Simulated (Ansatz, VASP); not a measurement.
## Cross-check of CdS (CdS (F-43m)) between VASP and Ansatz

Aim: how closely do two programs agree when they are given the same cell, functional and k mesh? The cell is taken from a series of runs on this material, whose earlier steps may have relaxed, scaled, displaced or heated it; both programs get it as it stands.

Main program and level: Ansatz 0.2.0; plane waves, with VASP 6.6.1 beside it; relaxation of cell and atoms at r2SCAN.

### 1. Set-up

The structure is cubic, space group F-43m (No. 216). The conventional cell has a = 5.886 Å, b = 5.886 Å, c = 5.886 Å, α = 90.00°, β = 90.00°, γ = 90.00°. Cd has 4 S at 2.55 Å nearest. S has 4 Cd at 2.55 Å nearest. Farther neighbours and most contacts between anions are not listed.

Coordinates:

```
Cd S
1.0
     0.00000    2.94295    2.94295
     2.94295    0.00000    2.94295
     2.94295    2.94295    0.00000
Cd S
1 1
Direct
  0.00000 0.00000 0.00000
  0.75000 0.75000 0.75000
```

### 2. VASP: relaxation of cell and atoms, r2SCAN

The relaxed volume is the usual yardstick between codes: in a stiff, nearly cubic crystal its relative difference is about their pressure difference at one cell divided by the bulk modulus.

Lines of VASP's logs that name or quote its potential files are left out, and so is its time.

Contents of INCAR:

```
SYSTEM = CdS
PREC = Accurate
ENCUT = 550
EDIFF = 1E-07
NELM = 120
ISMEAR = 0
SIGMA = 0.01
LREAL = .FALSE.
ALGO = Normal
METAGGA = R2SCAN
LASPH = .TRUE.
NBANDS = 15
LORBIT = 11
LWAVE = .FALSE.
LCHARG = .FALSE.
ISIF = 3
IBRION = 2
NSW = 80
EDIFFG = -0.005
GGA_COMPAT = .FALSE.
NELMIN = 4
EFERMI = MIDGAP
LMIXTAU = .TRUE.
```

Contents of POSCAR:

```
CdS
1.0
    0.0000000000      2.9429530000      2.9429530000
    2.9429530000      0.0000000000      2.9429530000
    2.9429530000      2.9429530000      0.0000000000
Cd S
1 1
Direct
    0.0000000000      0.0000000000      0.0000000000
    0.7500000849      0.7500000849      0.7500000849
```

Contents of KPOINTS:

```
Automatic mesh
0
Gamma
8 8 8
0 0 0
```

PAW data sets: Cd and S (PBE family, release 64).

The run is started by

```console
> mpirun -np 1 vasp_std
```

Numbers of over 12 decimals in the logs are rounded to 6 here.

The program printed:

```text
[banner, memory and clock lines left out]
running    1 mpi-ranks, on    1 nodes
 distrk:  each k-point on    1 cores,    1 groups
 distr:  one band on    1 cores,    1 groups

 POSCAR found type information on POSCAR CdS
 POSCAR found :  2 types and       2 ions
|                                                                             |
|               ----> ADVICE to this user running VASP <----                  |
|                                                                             |
|     You enforced a specific xc type in the INCAR file but a different       |
|     [... a line on the potential file left out ...]
|     I HOPE YOU KNOW WHAT YOU ARE DOING!                                     |
|                                                                             |

 LDA part: xc-table for (None), standard interpolation
 POSCAR, INCAR and KPOINTS ok, starting setup
 FFT: planning ... GRIDC
 FFT: planning ... GRID_SOFT
 FFT: planning ... GRID
 WAVECAR not read
 entering main loop
       N       E                     dE             d eps       ncg     rms          rms(c)
DAV:   1     0.876984176039E+02    0.87698E+02   -0.95749E+03   902   0.117E+03
DAV:   2    -0.300666636908E+02   -0.11777E+03   -0.11082E+03  1017   0.274E+02
DAV:   3    -0.348520356780E+02   -0.47854E+01   -0.47726E+01  1052   0.586E+01
DAV:   4    -0.348824130397E+02   -0.30377E-01   -0.30375E-01  1094   0.456E+00
DAV:   5    -0.348828214099E+02   -0.40837E-03   -0.40837E-03  1101   0.497E-01    0.737E+00
DAV:   6    -0.295035376846E+02    0.53793E+01   -0.37865E+00   884   0.293E+01    0.931E+00
DAV:   7    -0.296000616809E+02   -0.96524E-01   -0.45983E-01   870   0.781E+00    0.532E+00
DAV:   8    -0.294921488317E+02    0.10791E+00   -0.37171E-01   870   0.522E+00    0.120E+00
DAV:   9    -0.296636602273E+02   -0.17151E+00   -0.20142E-01   870   0.383E+00    0.754E-01
DAV:  10    -0.296821640255E+02   -0.18504E-01   -0.12657E-02   961   0.971E-01    0.330E-01
DAV:  11    -0.296839191420E+02   -0.17551E-02   -0.66989E-03   933   0.840E-01    0.186E-01
DAV:  12    -0.296850104219E+02   -0.10913E-02   -0.25983E-03   933   0.476E-01    0.125E-01
DAV:  13    -0.296859811653E+02   -0.97074E-03   -0.12243E-03   905   0.360E-01    0.376E-02
DAV:  14    -0.296861520280E+02   -0.17086E-03   -0.46695E-05  1024   0.575E-02    0.653E-03
DAV:  15    -0.296861785232E+02   -0.26495E-04   -0.95898E-06  1038   0.279E-02    0.382E-03
DAV:  16    -0.296861827215E+02   -0.41983E-05   -0.64082E-06   954   0.232E-02    0.390E-03
DAV:  17    -0.296861836924E+02   -0.97092E-06   -0.62852E-07  1010   0.761E-03    0.256E-03
DAV:  18    -0.296861839156E+02   -0.22324E-06   -0.13395E-07   744   0.417E-03    0.124E-03
DAV:  19    -0.296861837822E+02    0.13342E-06   -0.18134E-07   882   0.380E-03    0.790E-04
DAV:  20    -0.296861838778E+02   -0.95604E-07   -0.27117E-08   694   0.195E-03
   1 F= -.29686184E+02 E0= -.29686184E+02  d E =-.296862E+02
 curvature:   0.00 expect dE= 0.000E+00 dE for cont linesearch  0.000E+00
 trial: gam= 0.00000 g(F)=  0.181E-40 g(S)=  0.101E-04 ort = 0.000E+00 (trialstep = 0.100E+01)
 search vector abs. value=  0.101E-04
 bond charge predicted
       N       E                     dE             d eps       ncg     rms          rms(c)
DAV:   1    -0.296863026767E+02   -0.11889E-03   -0.23529E-03   933   0.610E-01    0.858E-02
DAV:   2    -0.296861948029E+02    0.10787E-03   -0.24471E-04   933   0.236E-01    0.306E-02
DAV:   3    -0.296861879491E+02    0.68538E-05   -0.20930E-05   968   0.587E-02    0.257E-02
DAV:   4    -0.296861803841E+02    0.75650E-05   -0.12193E-05   947   0.323E-02    0.777E-03
DAV:   5    -0.296861850727E+02   -0.46886E-05   -0.53012E-06   898   0.257E-02    0.353E-03
DAV:   6    -0.296861831271E+02    0.19456E-05   -0.33282E-06   870   0.205E-02    0.190E-03
DAV:   7    -0.296861856397E+02   -0.25126E-05   -0.84527E-07   912   0.108E-02    0.711E-04
DAV:   8    -0.296861856265E+02    0.13240E-07   -0.77361E-09   645   0.707E-04
   2 F= -.29686186E+02 E0= -.29686186E+02  d E =-.174870E-05
 trial-energy change:   -0.000002  1 .order   -0.000003   -0.000010    0.000004
 step:   0.5804(harm=  0.7184)  dis= 0.00000  next Energy=   -29.686187 (dE=-0.268E-05)
 reached required accuracy - stopping structural energy minimisation
```

From OUTCAR (step 2):

```text
ion  position               nearest neighbor table
   1  0.000  0.000  0.000-   2 2.55   2 2.55   2 2.55   2 2.55
   2  0.750  0.750  0.750-   1 2.55   1 2.55   1 2.55   1 2.55

  LATTYP: Found a face centered cubic cell.
 ALAT       =     5.8859060000

 Subroutine GETGRP returns: Found 24 space group operations
 (whereof 24 operations were pure point group operations)

The static configuration has the point symmetry T_d .

 Found     29 irreducible k-points:

   k-points           NKPTS =     29   k-points in BZ     NKDIM =     29   number of bands    NBANDS=     15

   dimension x,y,z NGX =    32 NGY =   32 NGZ =   32
   dimension x,y,z NGXF=    64 NGYF=   64 NGZF=   64

   ENCUT  =  550.0 eV  40.42 Ry    6.36 a.u.   7.96  7.96  7.96*2*pi/ulx,y,z

   NELECT =      18.0000    total number of electrons

 k-points in reciprocal lattice and weights: Automatic mesh
   0.00000000  0.00000000  0.00000000       0.002
   0.12500000  0.00000000  0.00000000       0.016
   0.25000000  0.00000000  0.00000000       0.016
   0.37500000  0.00000000  0.00000000       0.016
   0.50000000  0.00000000  0.00000000       0.008
   0.12500000  0.12500000  0.00000000       0.012
   0.25000000  0.12500000  0.00000000       0.047
   0.37500000  0.12500000  0.00000000       0.047
   0.50000000  0.12500000  0.00000000       0.047
[...]
-0.37500000  0.50000000  0.12500000       0.023
  -0.25000000  0.50000000  0.25000000       0.012

 average (electrostatic) potential at core
       1 -44.9960       2 -92.3564

 E-fermi :   1.5771

 k-point     1 :       0.0000    0.0000    0.0000
  band No.  band energies     occupation
    ...
      5      -6.5830      2.00000
      6      -6.5830      2.00000
      7       0.8135      2.00000
      8       0.8135      2.00000
      9       0.8135      2.00000
     10       2.3408      0.00000
     11       7.8932      0.00000
     12       7.8932      0.00000
     13       7.8932      0.00000
     14      12.6067      0.00000
    ...

 k-point     2 :       0.1250    0.0000    0.0000
  band No.  band energies     occupation
    ...
      5      -6.5838      2.00000
      6      -6.5838      2.00000
      7      -0.1486      2.00000
      8       0.6962      2.00000
      9       0.6962      2.00000
     10       3.1363      0.00000
     11       7.5905      0.00000
     12       8.0916      0.00000
     13       8.0916      0.00000
     14      12.1534      0.00000
    ...

 k-point     3 :       0.2500    0.0000    0.0000
  band No.  band energies     occupation
    ...
      5      -6.5786      2.00000
      6      -6.5786      2.00000
      7      -1.6116      2.00000
      8       0.4308      2.00000
      9       0.4308      2.00000
     10       3.9786      0.00000
     11       7.5277      0.00000
     12       8.3802      0.00000
     13       8.3802      0.00000
     14      11.9219      0.00000
    ...

  Total       -0.0046394     -0.0046394     -0.0046394      0.0000000     -0.0000000      0.0000000
  in kB       -0.1456856     -0.1456856     -0.1456856      0.0000000     -0.0000000      0.0000000
  external PRESSURE =      -0.1456856 kB  Pullay stress =       0.0000000 kB

  energy-cutoff  :      550.00
  volume of cell :       51.02
      direct lattice vectors                 reciprocal lattice vectors
    -0.000000000  2.943793063  2.943793063    -0.169848895  0.169848895  0.169848895
     2.943793063  0.000000000  2.943793063     0.169848895 -0.169848895  0.169848895
     2.943793063  2.943793063 -0.000000000     0.169848895  0.169848895 -0.169848895

 POSITION                                       TOTAL-FORCE (eV/Angst)
 -----------------------------------------------------------------------------------
      0.00000      0.00000      0.00000         0.000000      0.000000      0.000000
      4.41569      4.41569      4.41569        -0.000000     -0.000000     -0.000000
 -----------------------------------------------------------------------------------
    total drift:                               -0.000251     -0.000251     -0.000251

  FREE ENERGIE OF THE ION-ELECTRON SYSTEM (eV)
  ---------------------------------------------------
  free  energy   TOTEN  =       -29.6861856265 eV

  energy  without entropy=      -29.6861856265  energy(sigma->0) =      -29.68618563

 reached required accuracy - stopping structural energy minimisation

 total charge
# of ion       s       p       d       tot
------------------------------------------
    1        0.400   0.305   9.581  10.287
    2        1.311   2.420   0.000   3.732
--------------------------------------------------
tot          1.712   2.725   9.581  14.019

[... 3 further parts left out ...]
```

CONTCAR:

```
CdS
   1.00000000000000
    -0.0000000000000000    2.9437930631530898    2.9437930631530898
     2.9437930631530898    0.0000000000000000    2.9437930631530898
     2.9437930631530898    2.9437930631530898   -0.0000000000000000
  Cd              S
     1     1
Direct
     0.0000000000000000    0.0000000000000000    0.0000000000000000
     0.7500000849000017    0.7500000849000017    0.7500000849000017
```

### 3. Ansatz: relaxation of cell and atoms, r2SCAN

Ansatz runs on its PAW soft_1 files.

The same cell, functional and mesh now go to Ansatz.

Contents of input.yaml:

```yaml
crystal:
  lattice:
    - [0.0, 2.9429535, 2.9429535]
    - [2.9429535, 0.0, 2.9429535]
    - [2.9429535, 2.9429535, 0.0]
  atoms:
    - { symbol: Cd, position: [0.0, 0.0, 0.0] }
    - { symbol: S, position: [0.75, 0.75, 0.75] }
basis:
  ecutwfc: 500
  xc_grid: 2
hamiltonian:
  xc: r2scan
  pseudopotentials: { kind: paw, azcp: { folder: soft_1 } }
kpoints:
  mp_grid: { grid: [8, 8, 8] }
scf:
  occupations: { method: fixed }
  max_iter: 100
relax:
  f_tol: 0.005
  max_steps: 60
  cell: {}
output:
  forces: true
  stress: true
checkpoint:
  write: "../cell.run"
  compress: false
  write_wavefunctions: false
  write_every: 100000
```

The run is started by

```console
> ansatz run input.yaml --threads 4 --pin off --max-ram 7536MiB --backend cpu --events-out ev --progress --plain --runs-dir out
```

The program printed:

```text
Engine: ansatz 0.2.0, x86_64-unknown-linux-gnu
Pseudopotentials: kind: paw
Pseudopotential: Cd, paw, valence charge 20, recommended cutoff 500 eV (meta_gga), soft_1/Cd.paw.azcp
Pseudopotential: S, paw, valence charge 6, recommended cutoff 500 eV (meta_gga), soft_1/S.paw.azcp
Functional definition: r2SCAN
  parameter k0 = 0.174
  parameter k1 = 0.065
  parameter a1 = 4.9479
  exchange = r2scan_x(k0 = k0, k1 = k1, a1 = a1)
  correlation = r2scan_c
Crystal: 2 atoms, lattice volume = 50.978 Å³
Basis set: ecut = 500 eV, 1291 PW (Γ), exchange–correlation on 64×64×64 points (8 copies of the dense FFT grid, shifted against one another)
Bands: 17, of which v1, the nominal top of the filled ones, is band 13 counted from 1 (12 counted from 0)
Symmetry: 24 space group operations
Space group: F-43m (ITA 216), of the structure as read, at distance tolerance 3.7e-5 Å
k-points: 29 of 512 (time reversal used)
Non-local potential: Cd, projectors of the file, l = 0: 3, l = 1: 2, l = 2: 2, l = 3: 1
Non-local potential: S, projectors of the file, l = 0: 2, l = 1: 2, l = 2: 1
PAW form: soft (Blöchl's): semilocal exchange-correlation on the pseudo side does not see the compensation charge
PAW frozen core: Cd, regenerated for the run's functional (the file was generated under x = pbe(κ = 0.804, μ = 0.219515), c = pbe(β = 0.066725))
PAW frozen core: S, regenerated for the run's functional (the file was generated under x = pbe(κ = 0.804, μ = 0.219515), c = pbe(β = 0.066725))
PAW one-centre angular grid: Cd, 590 points (default); XC on 160 Gauss nodes
PAW one-centre angular grid: S, 302 points (default); XC on 160 Gauss nodes
Initial density: superposition of atomic densities (chi_scale 0.1, normalization cell, long waves kept (reshape's long-wave potential 0.00 eV rms))
Initial wavefunctions: pseudopotential atomic-orbital guess
Functional: x = r2scan, c = r2scan; τ floored in thin density (d = 2e-4 eV/Å³)
iter 1 solved again at ethr=1.50e-3 eV; its pass at ethr=3.10e-3 eV (dr2=3.91e-1 eV) is discarded
SCF iter   1: F=—  HF=-9175.659251 eV  |F-HF|=—  |Δ(HF+E_count)|=         —  Δρ=3.11e-2  dr2=3.89e-1  dr2_τ=1.59e-2  ethr=1.50e-3  ⟨swp⟩=1.0  Hψ=2949  notcnv=0  defer=31
preconditioner: auto → none  [insulator: Δε(μ)=1.627 eV  Ē_g=13.194 eV  n_scr=14 (ndim 8)  ℏωp=22.1 eV  f_vac=0.081  ε∞_Penn≈3.8]
SCF iter   2: F=—  HF=-9175.648454 eV  |F-HF|=—  |Δ(HF+E_count)|=   1.08e-2  Δρ=1.32e-2  dr2=4.16e-2  dr2_τ=8.71e-3  ethr=1.50e-3  ⟨swp⟩=2.3  Hψ=823  notcnv=0  defer=52
SCF iter   3: F=—  HF=-9175.667492 eV  |F-HF|=—  |Δ(HF+E_count)|=   1.90e-2  Δρ=5.41e-3  dr2=7.47e-3  dr2_τ=2.75e-4  ethr=1.60e-4  ⟨swp⟩=3.0  Hψ=1028  notcnv=0  defer=55
SCF iter   4: F=—  HF=-9175.669920 eV  |F-HF|=—  |Δ(HF+E_count)|=   2.43e-3  Δρ=9.54e-4  dr2=4.99e-4  dr2_τ=4.37e-5  ethr=2.87e-5  ⟨swp⟩=2.8  Hψ=818  notcnv=0  defer=55
SCF iter   5: F=—  HF=-9175.669783 eV  |F-HF|=—  |Δ(HF+E_count)|=   1.37e-4  Δρ=2.04e-4  dr2=1.20e-5  dr2_τ=1.50e-6  ethr=1.92e-6  ⟨swp⟩=2.0  Hψ=791  notcnv=0  defer=55
SCF iter   6: F=—  HF=-9175.669737 eV  |F-HF|=—  |Δ(HF+E_count)|=   4.56e-5  Δρ=4.80e-5  dr2=1.05e-6  dr2_τ=4.26e-8  ethr=4.61e-8  ⟨swp⟩=2.0  Hψ=754  notcnv=0  defer=4
SCF iter   7: F=-9175.669738 eV  HF=-9175.669738 eV  |F-HF|=5.94e-9  |Δ(HF+E_count)|=   2.04e-7  Δρ=7.55e-6  dr2=2.65e-8  dr2_τ=9.38e-10  ethr=3.85e-10  ⟨swp⟩=5.0  Hψ=1889  notcnv=0
SCF 1 converged in 7 iterations: F = -9175.669738 eV  dr2 = 2.65e-8
  greatest PAW one-centre occupation: 1.002 electrons in one spin orbital (limit 2), on the Cd atom at site 0 (counted from 0), in its partial waves of l = 0
relax step   1: F+E_penalty+E_count = -9175.66973769 eV  Δ(F+E_penalty+E_count) = +0.000e0 eV  max|allowed force component| = 1.156e-16 eV/Å  Δτ_max = 0.0000 Å  P = -0.210 GPa  Ω = 50.978 Å³  (7 SCF iters, dr2 threshold 1.00e-7 eV, accepted)
[...]
relax step   2: F+E_penalty+E_count = -9175.66992749 eV  Δ(F+E_penalty+E_count) = -1.898e-4 eV  max|allowed force component| = 2.255e-17 eV/Å  Δτ_max = 0.0000 Å  P = +0.011 GPa  Ω = 50.790 Å³  energy of the carried Pulay correction = +7.319e-5 eV  (4 SCF iters, dr2 threshold 1.10e-7 eV, accepted)
[...]
relax step   3: F+E_penalty+E_count = -9175.66987218 eV  Δ(F+E_penalty+E_count) = +5.531e-5 eV  max|allowed force component| = 3.354e-17 eV/Å  Δτ_max = 0.0000 Å  P = +0.011 GPa  Ω = 50.790 Å³  stress off target by 1.10e-2 GPa  SCF on the basis re-selected at this cell (its energy is not comparable with the rows above)  (5 SCF iters)
basis re-selected at this cell: Δ(F+E_penalty+E_count) = +5.531e-5 eV, ΔP = -0.000 GPa vs the last step (what re-selecting the basis moved, of the pressure what is left beyond the Pulay correction that the steps carried, after the strain that the cell walked since its last selection, with what the two solves' SCF thresholds leave and, on support functions, any second-order correction that the steps lacked; it is no m [...]
SCF converged after 5 iterations
Free energy (F): -9175.669872 eV
Harris-Foulkes:  -9175.669872 eV  (|F-HF|=0.00e0)
Internal energy: -9175.669872 eV  (E = F + TS)
E sigma→0 (E₀):  -9175.669872 eV
Fermi energy:    6.318768 eV
--- Per-component energies (eV) ---
  E_band       = -540.701451
  E_kinetic    = 545.655106
  E_local      = -4076.174627  (includes V_loc(G=0)·N_el)
  E_nonlocal   = 155.844489
  E_hartree    = 1854.947879
  E_xc         = -232.372228
  E_vxc        = -305.418147  (∫ρ·V_xc dr)
  E_paw        = -4738.936461  (= ΣΔE_a)
  E_vpaw       = -589.574681  (= ΣTr[D̂ρ^β])
  E_aug_tail   = 0.000015  (compensation charges beyond the density's cutoff)
  E_vtau       = 19.070718  (kinetic-family band-sum trace: ∫τ·v_τ [+ j·A + Jᵃ·Aᵃ] dr)
  E_ewald      = -2683.959513
  E_core_change = -0.674531  (= ΣΔE_core)
  E_smearing   = -0.000000  (= −TS)
  E_closure    = 0.000000  (closes the sum)
  Σ components = -9175.669872   (vs F -9175.669872, Δ=0.00e0)
--- Forces (eV/Å), atoms counted from 1 ---
  atom   1  Cd    -0.00000000     0.00000000     0.00000000
  atom   2  S      0.00000000    -0.00000000    -0.00000000
  max |Σ_I F_I| component: 5.55e-17 eV/Å
--- Stress (GPa, compression-positive) ---
        0.011045      -0.000000      -0.000000
       -0.000000       0.011045       0.000000
       -0.000000      -0.000000       0.011045
  P = ⅓ Tr σ = 0.0110 GPa (0.110 kbar)
--- Relaxed structure (2 steps of the walk, 2 accepted, 1 SCFs on fresh bases) ---
  F+E_penalty+E_count = -9175.66987218 eV   max|allowed force component| = 3.354e-17 eV/Å   (the final SCF, on the basis selected at the relaxed cell)
  cell:  # Å, volume = 50.7903 Å³
    - [0, 2.939343, 2.939343]
    - [2.939343, 0, 2.939343]
    - [2.939343, 2.939343, 0]
  atoms:
    - { symbol: Cd, position: [0, 0, 0] }
    - { symbol: S, position: [0.75, 0.75, 0.75] }
```

### 4. Comparison

Known differences besides the potentials themselves: VASP keeps PBE cores, Ansatz makes them for the functional; fixed occupations in Ansatz, narrow Gaussian smearing in VASP; the data sets hold 26 valence electrons in Ansatz (on its PAW soft_1 files) and 18 in VASP; the cutoff is 500 eV in Ansatz and 550 eV in VASP; Ansatz adds a Pulay correction to the stress that steers its cell, VASP none. Total energies have different zeros and are not compared.

Both answers:

```tsv
quantity	Ansatz	VASP	difference
volume (Å³)	50.79	51.02	-0.45 %
edge a after relaxation, in the typed setting (Å)	4.157	4.163	-0.15 %
```

### 5. Summary of results

- difference in volume (relaxation of cell and atoms, r2SCAN): -0.45 %

The difference in volume is -0.45 % (relaxation of cell and atoms, r2SCAN), within the 1.2 % picked in this series as the mark of a large difference, as far as the stopping tolerances let one tell. The data sets hold unlike numbers of valence electrons (26 in Ansatz and 18 in VASP), so part of the differences comes from the potentials. How closely two codes agree says nothing of how well the functional describes the real material.

[Lines on the potential files, build, host, timing and source positions are cut from VASP's logs without a mark.]

[Logs are printed without paths, hosts, clocks, repeated set-up lines and the standing remarks that a program may print on its own settings, such as how far it seeks lower states.]

[Hosts, paths, dates, database ids (printed as entryN), source tags and the programs' standing remarks are cut or masked in the printed files.]
